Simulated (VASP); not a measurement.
Here is a VASP 6.6.1 calculation.

The input INCAR:

```
SYSTEM = ZnS
PREC = Accurate ; ENCUT = 600
EDIFF = 1E-7 ; ISMEAR = 0
SIGMA = 0.03 ; LREAL = .FALSE.
LASPH = .TRUE. ; NELM = 80
ALGO = Fast ; ISIF = 2
LWAVE = .FALSE. ; LCHARG = .FALSE.
GGA = PE ; IBRION = 2
NSW = 40 ; EDIFFG = -0.01
```

KPOINTS

```
Automatic mesh
0
G
  10 10 10
  0 0 0
```

The input POSCAR:

```
ZnS                                     
1.0
    0.0000000000      2.7769372621      2.7769372621
    2.7769372621      0.0000000000      2.7769372621
    2.7769372621      2.7769372621      0.0000000000
  Zn              S             
     1     1
Direct
     0.2500000000000000    0.2500000000000000    0.2500000000000000
     0.0000000000000000    0.0000000000000000    0.0000000000000000
```

Potentials or basis: VASP PAW PBE potentials, release 64 (Zn, S).

Command:

```console
$ cat potpaw_PBE.64/Zn/POTCAR potpaw_PBE.64/S/POTCAR > POTCAR
$ mpirun -np 1 vasp_std > vasp.out
```

Problem. What does it give for the band gap on the k mesh?

Solution. 1.76 eV, direct.

Final structure:
```
Zn S
1.0
     0.00000    2.77694    2.77694
     2.77694    0.00000    2.77694
     2.77694    2.77694    0.00000
Zn S
1 1
Cartesian
  1.3885 1.3885 1.3885
  0.0000 0.0000 0.0000
```

Caveat: the relaxation stopped at its first step, so nothing moved.
